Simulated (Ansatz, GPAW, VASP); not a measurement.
# One calculation of GaAs, 3 ways

```xyz
2
Lattice="0.0000 2.8268 2.8268 2.8268 0.0000 2.8268 2.8268 2.8268 0.0000" Properties=species:S:1:pos:R:3 pbc="T T T"
As    4.2403    4.2403    4.2403
Ga    0.0000    0.0000    0.0000
```

Alike in all runs: task single point; functional PBE; k mesh 8 × 8 × 8; occupations gaussian, width 0.028 eV; no spin polarisation; no spin-orbit coupling. Pressure is positive in compression and, in plane waves, holds the error of the finite cutoff.

| program and potentials | plane-wave cutoff (eV) | notes | band gap (eV) | pressure (GPa) |
| --- | --- | --- | --- | --- |
| Ansatz, all-electron LAPW, scalar-relativistic | - | - | 0.52 | 3.27 |
| VASP, PBE PAW files As, Ga_d, 520 eV | 520 | 9 valence electrons an atom on average | 0.52 | 3.46 |
| GPAW, GPAW PAW data sets (gpaw-data 1.2.1) | 600 | 4 valence electrons an atom on average | 0.59 | 4.33 |

The band gap spans 0.52 (VASP, PBE PAW files As, Ga_d, 520 eV) to 0.59 eV (GPAW, GPAW PAW data sets (gpaw-data 1.2.1)), with all-electron results at 0.52. The pressure spans 3.27 (Ansatz, all-electron LAPW, scalar-relativistic) to 4.33 GPa (GPAW, GPAW PAW data sets (gpaw-data 1.2.1)), with all-electron results at 3.27. Spin-orbit coupling, left out here, moves the band edges of heavy atoms.

The functional is the same throughout but for its coding, so the spread measures potentials, basis and numerics; runs on potential files found faulty are left out.
